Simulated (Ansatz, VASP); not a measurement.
# GaAs: VASP beside Ansatz

The input INCAR:

```
SYSTEM = GaAs
PREC = Accurate ; ENCUT = 520
EDIFF = 1E-6 ; ISMEAR = 0
SIGMA = 0.05 ; LREAL = .False.
LASPH = .True. ; NELM = 100
ALGO = Normal ; ISIF = 2
LWAVE = .False. ; LCHARG = .True.
GGA = PE ; LELF = .True.
LVHAR = .True. ; NBANDS = 16
```

File KPOINTS:

```
Automatic mesh
0
Gamma
  10 10 10
  0 0 0
```

Contents of POSCAR:

```
GaAs
1.0
    0.0000000000      2.8915490705      2.8915490705
    2.8915490705      0.0000000000      2.8915490705
    2.8915490705      2.8915490705      0.0000000000
Ga As
1 1
Direct
    0.0000000000      0.0000000000      0.0000000000
    0.7500000000      0.7500000000      0.7500000000
```

Input for Ansatz:

```yaml
crystal:
  lattice:
    - [0.0, 2.8915490705, 2.8915490705]
    - [2.8915490705, 0.0, 2.8915490705]
    - [2.8915490705, 2.8915490705, 0.0]
  atoms:
    - { symbol: Ga, position: [0.0, 0.0, 0.0] }
    - { symbol: As, position: [0.75, 0.75, 0.75] }
basis:
  ecutwfc: 420
  ecutrho_ratio: 4
kpoints:
  mp_grid: { grid: [10, 10, 10] }
hamiltonian:
  xc: pbe
scf:
  occupations: { method: gaussian, width: 0.05 }
output:
  forces: true
  stress: true
  eigenvalues: true
```

Alike in both runs: task single point; functional PBE; k mesh 10 × 10 × 10; occupations gaussian, width 0.05 eV; no spin polarisation.

|  | VASP | Ansatz |
| --- | --- | --- |
| version | VASP 6.6.1 | Ansatz 0.2.0 |
| potentials or method | VASP PAW PBE potentials, release 64 (Ga_d, As) | scalar-relativistic, plane waves, PAW |
| plane-wave cutoff (eV) | 520 | 420 |
| valence electrons in the cell | 18 | 28 |

|  | VASP | Ansatz | Ansatz less VASP |
| --- | --- | --- | --- |
| pressure (GPa) | -1.0 | -1.1 | -0.14 |

The functional is the same, so the differences come from potentials, cutoffs and numerics. The two sets of potentials don't hold the same shells in valence.
